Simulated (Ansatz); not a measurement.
# ZrS2: the cost of one run

Computed with Ansatz 0.2.0 (DFT r2SCAN, scalar-relativistic, plane waves, PAW, unless a step's input says otherwise).

## Step 1: The starting structure

It takes space group P-3m1 (No. 164, trigonal). Conventional cell: a = 3.630 Å, b = 3.630 Å, c = 5.850 Å, α = 90.00°, β = 90.00°, γ = 120.00°. Zr (site symmetry -3m) is surrounded by 6 S at 2.55 Å. S (site symmetry 3m) has 3 Zr at 2.55 Å in its first shell of neighbours.

As a file:

```xyz
3
Lattice="3.6300 0.0000 0.0000 -1.8150 3.1437 0.0000 0.0000 0.0000 5.8500" Properties=species:S:1:pos:R:3 pbc="T T T"
Zr    0.0000    0.0000    0.0000
S     0.0000    2.0958    1.4578
S     1.8150    1.0479    4.3922
```

The structure comes from the Crystallography Open Database.

(A quick probe on a coarse mesh, which set the mesh and smearing, is not shown.)

## Step 3: Full relaxation

input.yaml

```yaml
crystal:
  lattice:
    - [3.6299990406, 0.0, 0.0]
    - [-1.8149995203, 3.1436713848, 0.0]
    - [0.0, 0.0, 5.85]
  atoms:
    - { symbol: Zr, position: [0.0, 0.0, 0.0] }
    - { symbol: S, position: [0.3333333333, 0.6666666667, 0.2492] }
    - { symbol: S, position: [0.6666666667, 0.3333333333, 0.7508] }
basis:
  ecutwfc: 500
kpoints:
  mp_grid: { grid: [12, 12, 6] }
hamiltonian:
  xc: r2scan
scf:
  occupations: { method: gaussian, width: 0.02 }
output:
  forces: true
  stress: true
  eigenvalues: true
relax:
  adjacent_minimum: "off"
  f_tol: 0.005
  max_steps: 80
  cell: { stress_tol: 0.05 }
```

Started as:

```bash
ansatz run input.yaml --threads 4 --pin off --max-ram 10240MiB --backend cpu --events-out ev --progress --plain --runs-dir out
```

**Question.** How long does this run take on 4 threads of Intel Xeon Platinum 8259CL at 2.50GHz (Skylake/Cascade Lake), shared host, and how much memory does it need?

About 44 s, with a peak of 0.65 GiB.
